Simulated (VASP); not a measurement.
Runs of VASP 6.6.1 on KI. It takes space group Fm-3m (No. 225, cubic). The conventional cell has a = 7.098 Å, b = 7.098 Å, c = 7.098 Å, α = 90.00°, β = 90.00°, γ = 90.00°. Around K (site symmetry m-3m) lie 6 I at 3.55 Å. I (site symmetry m-3m) has 6 K at 3.55 Å as nearest neighbours. 

```tsv
task	cell	gap on the mesh (eV)	pressure (GPa)
relaxation of the atoms	atoms relaxed from: a relaxed cell with its volume scaled by 1.02	(a)	-0.2
relaxation of the atoms	atoms relaxed	4.57	0.0
relaxation of the atoms	atoms relaxed from: a relaxed cell with its volume scaled by 0.94	4.74	0.9
relaxation of the atoms	atoms relaxed from: a relaxed cell with its volume scaled by 1.06	(b)	-0.6
relaxation of the atoms	atoms relaxed from: a relaxed cell with its volume scaled by 0.98	4.62	0.2
relaxation of the atoms	atoms relaxed from: a relaxed cell with its volume scaled by 1.04	4.48	-0.5
relaxation of cell and atoms	relaxed	4.57	0.0
relaxation of the atoms	atoms relaxed from: a relaxed cell with its volume scaled by 0.96	4.68	0.5
```

Alike in all rows: level r2SCAN; potentials or basis VASP PAW PBE potentials, release 64 (K_sv, I); no spin polarisation; k mesh 8 × 8 × 8; cutoff (eV) 600; smearing gaussian 0.03 eV.

Task: Fill in the values left out.

Result: (a) 4.52; (b) 4.43.

Caveats: the PAW data sets were made with another functional, which shifts forces and pressure a little; spin-orbit coupling is left out, which moves the levels of the heavy elements; the relaxation stopped at its first step, so nothing moved (some runs).

A k mesh can miss the band edges, and the runs leave out spin-orbit coupling on I.
